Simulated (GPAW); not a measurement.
The system is HfO2.

```
Hf O
1.0
     3.55802    0.00000    0.00000
     0.00000    3.55802    0.00000
     0.00000    0.00000    5.17186
Hf O
2 4
Direct
  0.00000 0.00000 0.00000
  0.50000 0.50000 0.50000
  0.00000 0.50000 0.19721
  0.50000 0.00000 0.30279
  0.50000 0.00000 0.80279
  0.00000 0.50000 0.69721
```

Measurements of this composition are mostly on another form, of space group No. 14.

Program: GPAW 26.7.0. Alike in all runs: task single point; no spin polarisation; cell as given; k mesh 7 × 7 × 5; cutoff (eV) 800; smearing fermi-dirac 0.05 eV.

Q: Order these runs on this cell by their pressure, lowest first.
A. level BLYP; potentials or basis PAW data sets generated in the run's folder for this functional, pw; eigensolver davidson
B. level TPSS; potentials or basis GPAW PAW data sets (gpaw-data 1.2.1), pw; eigensolver davidson
C. level AM05; potentials or basis PAW data sets generated in the run's folder for this functional, pw
D. level LDA; potentials or basis the program's PAW data sets (release 1.2.1) made for this functional, pw
E. level PBE; potentials or basis GPAW PAW data sets (gpaw-data 1.2.1), pw

A: D (-5.5 GPa), C (2.8 GPa), B (8.1 GPa), E (10.5 GPa), A (15.1 GPa).

Caveats: the PAW data sets were made with another functional, which shifts forces and pressure a little (some runs).
